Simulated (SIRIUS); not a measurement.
**Equation of state of Ir under PBE+D4**

```cif
data_structure
_symmetry_space_group_name_H-M 'Fm-3m'
_symmetry_Int_Tables_number 225
_cell_length_a 3.8312
_cell_length_b 3.8312
_cell_length_c 3.8312
_cell_angle_alpha 90.000
_cell_angle_beta 90.000
_cell_angle_gamma 90.000
_cell_volume 56.23
loop_
_atom_site_label
_atom_site_type_symbol
_atom_site_symmetry_multiplicity
_atom_site_Wyckoff_symbol
_atom_site_fract_x
_atom_site_fract_y
_atom_site_fract_z
_atom_site_occupancy
Ir1 Ir 4 a 0.00000 0.00000 0.00000 1
```

The cell was scaled at fixed shape and fractions and run with SIRIUS, all-electron FP-LAPW, apw+lo standard; PBE+D4, k mesh 12 × 12 × 12 on the cell of 1 atom, fermi-dirac occupations of 0.05 eV, no spin polarisation, no spin-orbit coupling. Energies are those that the program minimises, any entropy of the smearing included. For a metal such a mesh isn't converged to the digits shown.

```csv
V (Å³/atom),energy over the lowest row (meV/atom)
13.2152,76.83
13.4963,34.63
13.7775,?
14.0587,0.00
14.3399,3.89
14.6210,20.06
14.9022,46.49
```

Question: Fit the third-order Birch-Murnaghan form, give V0, B0 and B′, and predict the energy left open.

Answer: With y = (V0/V)^(2/3), E = E0 + (9 V0 B0/16) [(y - 1)³ B′ + (y - 1)² (6 - 4y)]. Least squares through the rows shown give V0 = 14.1123 Å³/atom, E0 = -0.23 meV, B0 = 378.7 GPa (1 eV/Å³ = 160.218 GPa) and B′ = 5.12, with a largest miss of 0.13 meV, so B0 and B′ are loose. At V = 13.7775 the form with these constants gives 9.63 meV; the run gave 9.57 meV an atom. Measured volume: 14.15 Å³/atom at 299.15 K (a printed reference work), so the fit lies -0.3 % from it. The runs are for a static lattice.
